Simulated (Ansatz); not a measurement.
Fe, 1 atom in the cell. The structure is cubic, space group Im-3m (No. 229). The conventional cell has a = 2.886 Å, b = 2.886 Å, c = 2.886 Å, α = 90.00°, β = 90.00°, γ = 90.00°. Fe (site symmetry m-3m) is surrounded by 8 Fe at 2.50 Å. 

| Item | Value |
| --- | --- |
| Program | Ansatz 0.2.0 |
| Task | band structure |
| Functional | PBE |
| Potentials or basis | Ansatz PAW earlier set |
| Cutoff | 844 eV (not typed: the program's choice for these potentials) |
| k mesh | 13 × 13 × 13 |
| Occupations | fermi-dirac, width 0.05 eV |
| Spin | collinear spin, ferromagnetic start |
| Starting moments | [3.0] μB |
| Path | [["G", "H", "N", "G", "P", "H"], ["P", "N"]] |
| Points for each segment of the path | 14 |

Potentials or basis: Ansatz PAW earlier set.

Run with:

```bash
$ ansatz run input.yaml --threads 2 --pin off --max-ram 5632MiB --backend cpu --events-out ev --progress --plain --runs-dir out
```

Hardware: 2 threads of Arm Neoverse V2, with other jobs on the host.

Question: How long does it take, and how much memory?

Answer: Wall time 3.4 s on 2 threads of Arm Neoverse V2, with other jobs on the host, peak memory 0.33 GiB. Counts: scf iterations 10, plane waves 675, k points 84, bands 14.
